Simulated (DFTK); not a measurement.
Runs of DFTK 0.8.2 on SrO. It takes space group Fm-3m (No. 225, cubic). The conventional cell has a = 5.133 Å, b = 5.133 Å, c = 5.133 Å, α = 90.00°, β = 90.00°, γ = 90.00°. Sr (site symmetry m-3m) is surrounded by 6 O at 2.57 Å. Around O (site symmetry m-3m) lie 6 Sr at 2.57 Å. 

```csv
task,level,potentials or basis,k mesh,cutoff (eV),gap on the mesh (eV),V0 of scaled cells (Å³/atom),B0 (GPa)
band structure,PBE,SPMS 1.0 (PBE),9 × 9 × 9,816,3.38,-,-
band structure,PBEsol,SG15 1.2 (PBE),9 × 9 × 9,952,3.25,-,-
single point,PBE,dojo.nc.sr.pbe.v0_4_1.standard.upf (PBE),9 × 9 × 9,1143,3.38,-,-
equation of state,PBE,dojo.nc.sr.pbe.v0_4_1.standard.upf (PBE),9 × 9 × 9,1143,-,17.49,(a)
equation of state,PBEsol,dojo.nc.sr.pbesol.v0_4_1.standard.upf (PBEsol),6 × 6 × 6,1143,-,(b),94
```

Alike in all rows: no spin polarisation; cell as given; smearing fermi-dirac 0.05 eV.

Task: Estimate the missing entries.

Result: (a) 85; (b) 16.77.

Caveats: the potentials were made for another functional, which shifts forces and pressure (some runs); an odd mesh through Γ misses points on the zone boundary, where band edges often lie (some runs).

A k mesh can miss the band edges, and the runs leave out spin-orbit coupling on Sr.

Not every run made on this cell is shown here.
